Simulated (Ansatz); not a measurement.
Set up this calculation in Ansatz 0.2.0, as the native input.

```yaml
Task: single point
Functional: PBE
Potentials_or_basis: Ansatz PAW
Cutoff: "420 eV (not typed: the program's choice for these potentials)"
k_mesh: 8 × 8 × 7
Occupations: fermi-dirac, width 0.05 eV
Spin: no spin polarisation
```

The system is AgCl.

```
Ag Cl
1.0
     1.87091   -5.55660    0.00000
     1.87091    5.55660    0.00000
     0.00000    0.00000    3.92404
Ag Cl
2 2
Direct
  0.60344 0.39656 0.25000
  0.39656 0.60344 0.75000
  0.13455 0.86545 0.75000
  0.86545 0.13455 0.25000
```

Measurements of this composition are mostly on another form, of space group No. 225.

One way to write it, as run:

input.yaml

```yaml
crystal:
  lattice:
    - [1.870909703, -5.5565952358, 0.0]
    - [1.870909703, 5.5565952358, 0.0]
    - [0.0, 0.0, 3.92403735]
  atoms:
    - { symbol: Ag, position: [0.6034446, 0.3965554, 0.25] }
    - { symbol: Ag, position: [0.3965554, 0.6034446, 0.75] }
    - { symbol: Cl, position: [0.13455127, 0.86544873, 0.75] }
    - { symbol: Cl, position: [0.86544873, 0.13455127, 0.25] }
hamiltonian:
  xc: pbe
  pseudopotentials: { kind: paw }
kpoints:
  mp_grid: { grid: [8, 8, 7] }
scf:
  occupations: { method: fermi_dirac, width: 0.05 }
output:
  forces: true
  stress: true
  eigenvalues: true
  write_density: true
  write_potential: true
  elf: true
  volumetric_format: npy
```

Potentials or basis: Ansatz PAW.

Run with:

```sh
$ ansatz run input.yaml --threads 2 --pin off --max-ram 5120MiB --backend cpu --events-out ev --progress --plain --runs-dir out
```

Results of the run:

```json
{
 "Pressure": "1.7 GPa",
 "Largest force": "0.013 eV/Å",
 "Band gap on the k mesh": "0.46 eV, indirect (least direct gap 1.96 eV)"
}
```

Caveat: odd divisions of the mesh miss points on the zone boundary, where band edges often lie, so the gap on the mesh can be too wide.

It took 5.7 s on 2 threads of Arm Neoverse V2 (shared host), peak memory 0.45 GiB.
